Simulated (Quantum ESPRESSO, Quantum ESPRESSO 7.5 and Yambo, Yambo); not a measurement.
# AlAs (F-43m): G0W0 with Yambo, start to end

Wanted: ground state, empty states, screening and self-energy for AlAs (F-43m).

Method: PBE and many-body steps on it, plane waves, in Quantum ESPRESSO 7.5 and Yambo 5.3.0.

**What was measured.**

- Gap 3.018 eV: lowest direct gap at Gamma; earlier measurement quoted from literature, technique not stated; 300 K; bulk crystal (pure AlAs, literature value used as model input) (quoted in “Simultaneous Measurement of Mid-Infrared Refractive Indices in Thin-Film Heterostructures: Methodology and Results for GaAs/AlGaAs”, 2023, arxiv:2301.08293).

**1. The starting structure**

The structure is cubic, space group F-43m (No. 216). Conventional cell: a = 5.661 Å, b = 5.661 Å, c = 5.661 Å, α = 90.00°, β = 90.00°, γ = 90.00°. Nearest to Al lie 4 As at 2.45 Å. As has 4 Al at 2.45 Å nearest. Farther neighbours are not listed.

The cell and positions come from the Crystallography Open Database and are kept as given unless a step says otherwise.

**2. Ground state**

This step: Quantum ESPRESSO 7.5; DFT, PBE, plane waves, norm-conserving pseudopotentials.

The ground-state density comes first.

Input file pw.in:

```
&control
  calculation = 'scf'
  prefix = 'x'
  outdir = 'o'
  pseudo_dir = 'pseudo'
/
&system
  ibrav = 0
  nat = 2
  ntyp = 2
  ecutwfc = 76.0
  nbnd = 14
  force_symmorphic = .true.
/
&electrons
  conv_thr = 1e-10
  electron_maxstep = 80
  mixing_beta = 0.5
/
ATOMIC_SPECIES
  Al 26.982 Al.upf
  As 74.922 As.upf
CELL_PARAMETERS angstrom
  0.0000000000 2.8304000000 2.8304000000
  2.8304000000 0.0000000000 2.8304000000
  2.8304000000 2.8304000000 -0.0000000000
ATOMIC_POSITIONS crystal
  Al 0.0000000000 0.0000000000 0.0000000000
  As 0.2500000000 0.2500000000 0.2500000000
K_POINTS automatic
  6 6 6 0 0 0
```

Launch:

```
> OMP_NUM_THREADS=1 mpirun -n 8 pw.x -nk 8 -in pw.in > pw.out
```

The log of the run:

```text
Program PWSCF v.7.5 starts

     This program is part of the open-source Quantum ESPRESSO suite
     for quantum simulation of materials; please cite
         "P. Giannozzi et al., J. Phys.:Condens. Matter 21 395502 (2009);
         "P. Giannozzi et al., J. Phys.:Condens. Matter 29 465901 (2017);
         "P. Giannozzi et al., J. Chem. Phys. 152 154105 (2020);
     in publications or presentations arising from this work. More details at
     Message from routine setup:
     using ibrav=0 with symmetry is DISCOURAGED, use correct ibrav instead

     G-vector sticks info

     bravais-lattice index     =            0
     lattice parameter (alat)  =       7.5642  a.u.
     unit-cell volume          =     306.0343 (a.u.)^3
     number of atoms/cell      =            2
     number of atomic types    =            2
     number of electrons       =        18.00
     number of Kohn-Sham states=           14
     kinetic-energy cutoff     =      76.0000  Ry
     charge density cutoff     =     304.0000  Ry
     scf convergence threshold =      1.0E-10
     mixing beta               =       0.5000
     number of iterations used =            8  plain     mixing
     Exchange-correlation= PBE
                           (   1   4   3   4   0   0   0)

     celldm(1)=   7.564177  celldm(2)=   0.000000  celldm(3)=   0.000000
     celldm(4)=   0.000000  celldm(5)=   0.000000  celldm(6)=   0.000000

     crystal axes: (cart. coord. in units of alat)
               a(1) = (   0.000000   0.707107   0.707107 )
               a(2) = (   0.707107   0.000000   0.707107 )
               a(3) = (   0.707107   0.707107  -0.000000 )

     reciprocal axes: (cart. coord. in units 2 pi/alat)
               b(1) = ( -0.707107  0.707107  0.707107 )
               b(2) = (  0.707107 -0.707107  0.707107 )
               b(3) = (  0.707107  0.707107 -0.707107 )
     Pseudo is Norm-conserving + core correction, Zval =  3.0
     Generated using ONCVPSP code by D. R. Hamann
     Using radial grid of 1876 points,  6 beta functions with:
     Pseudo is Norm-conserving + core correction, Zval = 15.0
     Generated using ONCVPSP code by D. R. Hamann
     Using radial grid of 1358 points,  6 beta functions with:
     Al                3.00    26.98200     Al( 1.00)
     As               15.00    74.92200     As( 1.00)

     24 Sym. Ops. (no inversion) found

   Cartesian axes

     site n.     atom                  positions (alat units)
         1        Al     tau(   1) = (   0.0000000   0.0000000   0.0000000  )
         2        As     tau(   2) = (   0.3535534   0.3535534   0.3535534  )

     number of k points=    16
                       cart. coord. in units 2pi/alat
        k(    1) = (   0.0000000   0.0000000   0.0000000), wk =   0.0092593
        k(    2) = (   0.1178511   0.1178511  -0.1178511), wk =   0.0740741
        k(    3) = (   0.2357023   0.2357023  -0.2357023), wk =   0.0740741
        k(    4) = (  -0.3535534  -0.3535534   0.3535534), wk =   0.0370370
        k(    5) = (   0.2357023   0.0000000  -0.0000000), wk =   0.0555556
        k(    6) = (   0.3535534   0.1178511  -0.1178511), wk =   0.2222222
        k(    7) = (  -0.2357023  -0.4714045   0.4714045), wk =   0.2222222
        k(    8) = (  -0.1178511  -0.3535534   0.3535534), wk =   0.2222222
        k(    9) = (   0.0000000  -0.2357023   0.2357023), wk =   0.1111111
        k(   10) = (   0.4714045   0.0000000  -0.0000000), wk =   0.0555556
     [... 4 further rows ...]
        k(   15) = (  -0.1178511  -0.3535534   0.5892557), wk =   0.2222222
        k(   16) = (  -0.7071068   0.2357023   0.0000000), wk =   0.1111111

     Dense  grid:    27317 G-vectors     FFT dimensions: (  45,  45,  45)

     Initial potential from superposition of free atoms

     starting charge      17.9973, renormalised to      18.0000
     Starting wfcs are   13 randomized atomic wfcs +    1 random wfcs

     per-process dynamical memory:    24.8 Mb

     Self-consistent Calculation

     iteration #  1     ecut=    76.00 Ry     beta= 0.50

     Threshold (ethr) on eigenvalues was too large:
     Diagonalizing with lowered threshold

     total energy              =    -216.83201599 Ry
     estimated scf accuracy    <       0.06483183 Ry

     iteration #  2     ecut=    76.00 Ry     beta= 0.50

     total energy              =    -216.83789909 Ry
     estimated scf accuracy    <       0.00694720 Ry

     iteration #  3     ecut=    76.00 Ry     beta= 0.50

     total energy              =    -216.83811171 Ry
     estimated scf accuracy    <       0.00089781 Ry

     iteration #  4     ecut=    76.00 Ry     beta= 0.50

     total energy              =    -216.83816212 Ry
     estimated scf accuracy    <       0.00002043 Ry

     iteration #  5     ecut=    76.00 Ry     beta= 0.50

     total energy              =    -216.83816660 Ry
     estimated scf accuracy    <       0.00000074 Ry

     iteration #  6     ecut=    76.00 Ry     beta= 0.50

     total energy              =    -216.83816683 Ry
     estimated scf accuracy    <       0.00000005 Ry

     iteration #  7     ecut=    76.00 Ry     beta= 0.50

     total energy              =    -216.83816685 Ry
     estimated scf accuracy    <       0.00000002 Ry

     iteration #  8     ecut=    76.00 Ry     beta= 0.50

     total energy              =    -216.83816684 Ry
     estimated scf accuracy    <          8.2E-09 Ry

     iteration #  9     ecut=    76.00 Ry     beta= 0.50

     total energy              =    -216.83816684 Ry
     estimated scf accuracy    <          1.6E-09 Ry

     iteration # 10     ecut=    76.00 Ry     beta= 0.50

     total energy              =    -216.83816684 Ry
     estimated scf accuracy    <          4.3E-10 Ry

     iteration # 11     ecut=    76.00 Ry     beta= 0.50

     total energy              =    -216.83816684 Ry
     estimated scf accuracy    <          1.3E-10 Ry

     iteration # 12     ecut=    76.00 Ry     beta= 0.50

     End of self-consistent calculation

          k = 0.0000 0.0000 0.0000 (  3479 PWs)   bands (ev):

   -27.9514 -27.9514 -27.9514 -27.9402 -27.9402  -5.3642   6.5055   6.5055
     6.5055   8.5505  10.7992  10.7992  10.7992  15.5501

          k = 0.1179 0.1179-0.1179 (  3443 PWs)   bands (ev):

   -27.9513 -27.9509 -27.9509 -27.9398 -27.9398  -5.0965   4.4093   6.2427
     6.2427   9.3270  11.2357  11.2357  11.7020  14.7626

          k = 0.2357 0.2357-0.2357 (  3428 PWs)   bands (ev):

   -27.9510 -27.9505 -27.9505 -27.9397 -27.9397  -4.4190   2.0154   5.8425
     5.8425   8.8738  11.3737  11.3737  14.0071  15.5776

          k =-0.3536-0.3536 0.3536 (  3426 PWs)   bands (ev):

     [... further k-points ...]

     highest occupied, lowest unoccupied level (ev):     6.5055    7.9419

!    total energy              =    -216.83816684 Ry
     estimated scf accuracy    <          5.8E-12 Ry

     The total energy is the sum of the following terms:
     one-electron contribution =    -135.01285363 Ry
     hartree contribution      =      74.92241988 Ry
     xc contribution           =     -49.70900705 Ry
     ewald contribution        =    -107.03872604 Ry

     convergence has been achieved in  12 iterations

     XML data file, charge density, pseudopotentials, collected wavefunctions

=------------------------------------------------------------------------------=
   JOB DONE.
=------------------------------------------------------------------------------=
```

The job ended after 3.4 s (8 MPI ranks of Arm Neoverse V2, shared host; peak memory 0.47 GiB).

This step gave:

```yaml
total_energy: -2950.2336 eV
gap: 1.436 eV
k_of_the_valence_top: 0, 0, 0
k_of_the_conduction_bottom: 0, -0.5, -0.5
least_direct_gap: 2.045 eV
```

The gap is indirect, with the least direct gap 0.61 eV higher.

**3. Bands along the symmetry lines**

Levels along a band path, at the cheap level, show where the edges lie and whether the meshes to come will hold them.

Input file pw.in:

```
&control
  calculation = 'bands'
  prefix = 'x'
  outdir = 'o'
  pseudo_dir = 'pseudo'
/
&system
  ibrav = 0
  nat = 2
  ntyp = 2
  ecutwfc = 76.0
  nbnd = 15
  force_symmorphic = .true.
/
&electrons
  conv_thr = 1e-9
  electron_maxstep = 80
  diago_full_acc = .true.
  diago_thr_init = 5e-6
/
ATOMIC_SPECIES
  Al 26.982 Al.upf
  As 74.922 As.upf
CELL_PARAMETERS angstrom
  0.0000000000 2.8304000000 2.8304000000
  2.8304000000 0.0000000000 2.8304000000
  2.8304000000 2.8304000000 -0.0000000000
ATOMIC_POSITIONS crystal
  Al 0.0000000000 0.0000000000 0.0000000000
  As 0.2500000000 0.2500000000 0.2500000000
K_POINTS crystal
  50
  0.00000000 0.00000000 0.00000000 1
  -0.06250000 -0.06250000 0.00000000 1
  -0.12500000 -0.12500000 0.00000000 1
  -0.18750000 -0.18750000 0.00000000 1
  -0.25000000 -0.25000000 0.00000000 1
  -0.31250000 -0.31250000 0.00000000 1
  -0.37500000 -0.37500000 0.00000000 1
  -0.43750000 -0.43750000 0.00000000 1
  -0.50000000 -0.50000000 0.00000000 1
  -0.48437500 -0.48437500 0.03125000 1
  -0.46875000 -0.46875000 0.06250000 1
  -0.45312500 -0.45312500 0.09375000 1
  -0.43750000 -0.43750000 0.12500000 1
  -0.42187500 -0.42187500 0.15625000 1
  -0.40625000 -0.40625000 0.18750000 1
  -0.39062500 -0.39062500 0.21875000 1
  -0.37500000 -0.37500000 0.25000000 1
  -0.37500000 0.00000000 0.37500000 1
  -0.32812500 0.00000000 0.32812500 1
  -0.28125000 0.00000000 0.28125000 1
  -0.23437500 0.00000000 0.23437500 1
  -0.18750000 0.00000000 0.18750000 1
  -0.14062500 0.00000000 0.14062500 1
  -0.09375000 0.00000000 0.09375000 1
  -0.04687500 0.00000000 0.04687500 1
  0.00000000 0.00000000 0.00000000 1
  0.00000000 0.00000000 0.06250000 1
  0.00000000 0.00000000 0.12500000 1
  0.00000000 0.00000000 0.18750000 1
  0.00000000 0.00000000 0.25000000 1
  0.00000000 0.00000000 0.31250000 1
  0.00000000 0.00000000 0.37500000 1
  0.00000000 0.00000000 0.43750000 1
  -0.00000000 -0.00000000 0.50000000 1
  -0.06250000 -0.03125000 0.46875000 1
  -0.12500000 -0.06250000 0.43750000 1
  -0.18750000 -0.09375000 0.40625000 1
  -0.25000000 -0.12500000 0.37500000 1
  -0.31250000 -0.15625000 0.34375000 1
  -0.37500000 -0.18750000 0.31250000 1
  -0.43750000 -0.21875000 0.28125000 1
  -0.50000000 -0.25000000 0.25000000 1
  -0.50000000 -0.28125000 0.21875000 1
  -0.50000000 -0.31250000 0.18750000 1
  -0.50000000 -0.34375000 0.15625000 1
  -0.50000000 -0.37500000 0.12500000 1
  -0.50000000 -0.40625000 0.09375000 1
  -0.50000000 -0.43750000 0.06250000 1
  -0.50000000 -0.46875000 0.03125000 1
  -0.50000000 -0.50000000 0.00000000 1
```

The log of the run:

```text
[banner, memory and clock lines left out]
Program PWSCF v.7.5 starts

     Atomic positions and unit cell read from directory:
     o/x.save/

     Message from routine setup:
     using ibrav=0 with symmetry is DISCOURAGED, use correct ibrav instead

     G-vector sticks info

     bravais-lattice index     =            0
     lattice parameter (alat)  =       7.5642  a.u.
     unit-cell volume          =     306.0343 (a.u.)^3
     number of atoms/cell      =            2
     number of atomic types    =            2
     number of electrons       =        18.00
     number of Kohn-Sham states=           15
     kinetic-energy cutoff     =      76.0000  Ry
     charge density cutoff     =     304.0000  Ry
     Exchange-correlation= PBE
                           (   1   4   3   4   0   0   0)

     celldm(1)=   7.564177  celldm(2)=   0.000000  celldm(3)=   0.000000
     celldm(4)=   0.000000  celldm(5)=   0.000000  celldm(6)=   0.000000

     crystal axes: (cart. coord. in units of alat)
               a(1) = (   0.000000   0.707107   0.707107 )
               a(2) = (   0.707107   0.000000   0.707107 )
               a(3) = (   0.707107   0.707107  -0.000000 )

     reciprocal axes: (cart. coord. in units 2 pi/alat)
               b(1) = ( -0.707107  0.707107  0.707107 )
               b(2) = (  0.707107 -0.707107  0.707107 )
               b(3) = (  0.707107  0.707107 -0.707107 )
     Pseudo is Norm-conserving + core correction, Zval =  3.0
     Generated using ONCVPSP code by D. R. Hamann
     Using radial grid of 1876 points,  6 beta functions with:
     Pseudo is Norm-conserving + core correction, Zval = 15.0
     Generated using ONCVPSP code by D. R. Hamann
     Using radial grid of 1358 points,  6 beta functions with:
     Al                3.00    26.98200     Al( 1.00)
     As               15.00    74.92200     As( 1.00)

     24 Sym. Ops. (no inversion) found

   Cartesian axes

     site n.     atom                  positions (alat units)
         1        Al     tau(   1) = (   0.0000000   0.0000000   0.0000000  )
         2        As     tau(   2) = (   0.3535534   0.3535534   0.3535534  )

     number of k points=    50
                       cart. coord. in units 2pi/alat
        k(    1) = (   0.0000000   0.0000000   0.0000000), wk =   0.0400000
        k(    2) = (   0.0000000   0.0000000  -0.0883883), wk =   0.0400000
        k(    3) = (   0.0000000   0.0000000  -0.1767767), wk =   0.0400000
[...]
[... 38 further rows ...]
        k(   49) = (   0.0441942  -0.0000000  -0.7071068), wk =   0.0400000
        k(   50) = (   0.0000000   0.0000000  -0.7071068), wk =   0.0400000

     Dense  grid:    27317 G-vectors     FFT dimensions: (  45,  45,  45)

     The potential is recalculated from file :
     o/x.save/charge-density

     Starting wfcs are   13 randomized atomic wfcs +    2 random wfcs

     Band Structure Calculation

     End of band structure calculation

          k = 0.0000 0.0000 0.0000 (  3479 PWs)   bands (ev):

   -27.9514 -27.9514 -27.9514 -27.9402 -27.9402  -5.3642   6.5055   6.5055
     6.5055   8.5505  10.7992  10.7992  10.7992  15.5501  15.5502

          k = 0.0000 0.0000-0.0884 (  3447 PWs)   bands (ev):

   -27.9513 -27.9510 -27.9510 -27.9400 -27.9400  -5.3127   6.0180   6.3611
     6.3611   9.0644  10.6095  11.0223  11.0223  14.9259  15.6205

          k = 0.0000 0.0000-0.1768 (  3439 PWs)   bands (ev):

   -27.9513 -27.9508 -27.9508 -27.9399 -27.9399  -5.1603   5.1254   6.0070
     6.0070   9.9651  10.1578  11.6090  11.6090  13.9042  15.8269

          k =-0.0000 0.0000-0.2652 (  3439 PWs)   bands (ev):

[...]
k = 0.0000 0.0000-0.3536 (  3479 PWs)   bands (ev):

[...]
k = 0.0000-0.0000-0.4419 (  3435 PWs)   bands (ev):

[...]
k =-0.0000 0.0000-0.5303 (  3423 PWs)   bands (ev):

[...]
k = 0.0000-0.0000-0.6187 (  3418 PWs)   bands (ev):

[...]
k = 0.5303-0.0000-0.5303 (  3430 PWs)   bands (ev):

[...]
k = 0.0000 0.0000 0.0000 (  3479 PWs)   bands (ev):

[...]
k = 0.1326 0.0000-0.7071 (  3402 PWs)   bands (ev):

[...]
k = 0.0884-0.0000-0.7071 (  3412 PWs)   bands (ev):

[...]
k = 0.0442-0.0000-0.7071 (  3398 PWs)   bands (ev):

   -27.9521 -27.9491 -27.9489 -27.9402 -27.9388  -3.3981   1.0900   4.2901
     4.3006   8.0181   8.8853  16.6169  16.8033  17.9232  19.0725

          k = 0.0000 0.0000-0.7071 (  3378 PWs)   bands (ev):

   -27.9521 -27.9488 -27.9488 -27.9401 -27.9387  -3.3993   1.0797   4.3329
     4.3329   7.9419   8.8067  16.8308  16.8309  18.2616  19.1699

     XML data file, pseudopotentials, collected wavefunctions
```

Elapsed: 3 s, on 8 MPI ranks; peak memory 0.41 GiB; 23 s of CPU time.

Numbers from this step:

```yaml
gap: 1.436 eV
k_of_the_valence_top: 0, 0, 0
k_of_the_conduction_bottom: -0.5, -0.5, 0
least_direct_gap: 2.045 eV
```

The gap is 1.436 eV, as in the run before at this level.

Electronic bands along the path, in eV, zero at the top of the highest filled band:

| point | band 6 | band 7 | band 8 | band 9 | band 10 | band 11 | band 12 | band 13 |
| --- | --- | --- | --- | --- | --- | --- | --- | --- |
| Γ | -11.87 | 0.00 | 0.00 | 0.00 | 2.04 | 4.29 | 4.29 | 4.29 |
| halfway | -11.09 | -3.21 | -1.34 | -1.34 | 2.59 | 3.78 | 6.84 | 6.84 |
| X | -9.90 | -5.43 | -2.17 | -2.17 | 1.44 | 2.30 | 10.33 | 10.33 |
| halfway | -9.90 | -5.35 | -2.71 | -2.08 | 1.80 | 3.03 | 9.53 | 9.58 |
| U | -9.94 | -5.17 | -3.41 | -1.80 | 2.24 | 4.98 | 8.18 | 8.33 |
| jump to K | -9.94 | -5.17 | -3.41 | -1.80 | 2.24 | 4.98 | 8.18 | 8.33 |
| halfway | -11.03 | -3.68 | -2.00 | -0.46 | 3.71 | 4.97 | 5.18 | 5.93 |
| Γ | -11.87 | 0.00 | 0.00 | 0.00 | 2.04 | 4.29 | 4.29 | 4.29 |
| halfway | -11.29 | -3.38 | -0.48 | -0.48 | 2.62 | 4.92 | 4.92 | 6.45 |
| L | -10.45 | -5.57 | -0.82 | -0.82 | 2.14 | 4.69 | 4.69 | 7.76 |
| halfway | -10.19 | -5.26 | -2.69 | -1.54 | 3.67 | 4.25 | 6.69 | 7.66 |
| W | -9.87 | -5.08 | -3.18 | -2.82 | 4.33 | 5.65 | 5.71 | 6.07 |
| halfway | -9.89 | -5.28 | -2.69 | -2.54 | 2.50 | 3.41 | 8.13 | 8.86 |
| X | -9.90 | -5.43 | -2.17 | -2.17 | 1.44 | 2.30 | 10.33 | 10.33 |

The electronic bands as a text plot (rows in eV, shown from -8.0 to 6.9 only):

```
    6.6 |    +++           +++              +         ++++ ++
    6.0 |    +              +++++++                  +   +++
    5.3 |  ++                 +++  ++      +        +    + +
    4.7 | +              ++     ++++++   +++++++++++   ++   +
    4.1 |++  +                     ++++++           ++++++++
    3.5 |  ++ ++++      +     +++++++                ++     ++
    2.9 | +  +++  +    +   +++       +   ++++       +         ++
    2.2 |+      ++ ++++  ++           +++    +++++++         ++ +
    1.6 |         +++++++                                      ++
    1.0 |
    0.4 |
   -0.2 |****                   *************
   -0.9 |    *              ****   ***       ********
   -1.5 |  ** ****         *     ****    **         ***
   -2.1 |    *    *********     *                    * **     ***
   -2.7 |              **     ** **        *          *  ******
   -3.3 |     **         *****              *          *****
   -4.0 |       **              *            **
   -4.6 |         *         ****
   -5.2 |          *********                   **   *************
   -5.8 |                                        ***
   -6.4 |
   -7.1 |
   -7.7 |
         Γ           X  U|K            Γ         L        W     X
```

[end of part 1 of 3]

[Paths, hosts, dates, memory and timing lines, banners, echoed tables and standing remarks are left out of the program output.]

[Logs are printed without paths, hosts, clocks, repeated set-up lines and the standing remarks that a program may print on its own settings, such as how far it seeks lower states.]

[Runs of the session that timed out or met a known fault of the program may be left out.]

[Hosts, paths, dates, database ids (printed as entryN), source tags and the programs' standing remarks are cut or masked in the printed files.]
